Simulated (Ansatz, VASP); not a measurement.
**One calculation of Re, two programs**

```
Re
1.0
     1.38641   -2.40219    0.00000
     1.38641    2.40219    0.00000
     0.00000    0.00000    2.42530
Re
1
Direct
  0.00000 0.00000 0.00000
```

Alike in both runs: functional PBE; k mesh 8 × 8 × 6; occupations gaussian, width 0.1 eV; no spin polarisation.

Ansatz relaxed the structure, and its values are those at the end. VASP's run is a single point on that final structure, the one shown.

|  | VASP | Ansatz |
| --- | --- | --- |
| version | VASP 6.6.1 | Ansatz 0.2.0 |
| potentials or method | VASP PAW PBE potentials, release 64 (Re) | scalar-relativistic, plane waves, PAW |
| plane-wave cutoff (eV) | 520 | 420 |
| valence electrons in the cell | 7 | 15 |

|  | VASP | Ansatz | Ansatz less VASP |
| --- | --- | --- | --- |
| gap on the k mesh at the Fermi level (eV) | none | none | - |
| pressure (GPa) | -1.1 | 0.1 | +1.15 |

A gap of «none» marks a metal or a gap that the smearing closes. The two sets of potentials don't hold the same shells in valence.

Caveats: the k mesh is coarse (spacing up to 0.43 Å⁻¹), so the values aren't converged. Spin-orbit coupling is left out, which matters for the levels of Re.
